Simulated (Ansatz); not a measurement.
HfO2 under changes of volume

One of the cells (11.152 Å³/atom); the others are scaled copies at fixed shape and fractional positions:

```
Hf O
1.0
     0.00000    2.55750    2.55750
     2.55750    0.00000    2.55750
     2.55750    2.55750    0.00000
Hf O
1 2
Direct
  0.00000 0.00000 0.00000
  0.75000 0.75000 0.75000
  0.25000 0.25000 0.25000
```

Measurements of this composition are mostly on another form, of space group No. 14.

```yaml
Program: Ansatz 0.2.0
Functional: PBEsol
Potentials_or_basis: all-electron LAPW, scalar-relativistic
Cutoff: 343 eV (chosen from the basis error)
Basis_error_allowed: 0.002 eV/atom
k_mesh: 9 × 9 × 9
Occupations: fermi-dirac, width 0.05 eV
Spin: no spin polarisation
```

```tsv
volume (Å³/atom)	energy over the lowest point (meV/atom)	pressure (GPa)	gap on the mesh (eV)
10.483	3.53	5.5	3.85
10.706	0.00	-0.3	3.80
10.929	?	?	?
11.152	15.11	-10.2	3.69
11.375	32.25	-14.4	3.64
11.598	54.92	-18.1	3.60
11.821	82.54	-21.5	3.55
```

**Question.** What does the run at 10.929 Å³/atom give?

**Answer.** Energy over the lowest point 4.12 meV/atom; pressure -5.5 GPa; gap on the mesh 3.75 eV.

Worked out: A Birch-Murnaghan fit of order 3 (a polynomial in V^(-2/3)) to the other rows has its minimum at 10.69 Å³/atom with B0 = V·E''(V) = 265 GPa and B' = 4.2. It gives 4.12 meV/atom at 10.929 Å³/atom, against the run's 4.12, and -dE/dV = -5.5 GPa, against -5.5. A straight line through the other rows of the gap, of slope -2.51 eV per unit of ln V, gives 3.75 eV, against the run's 3.75.

Energies are extrapolated to zero smearing.

Caveats: spin-orbit coupling is left out, which moves the levels of the heavy elements; an odd mesh through Γ misses points on the zone boundary, where band edges often lie.
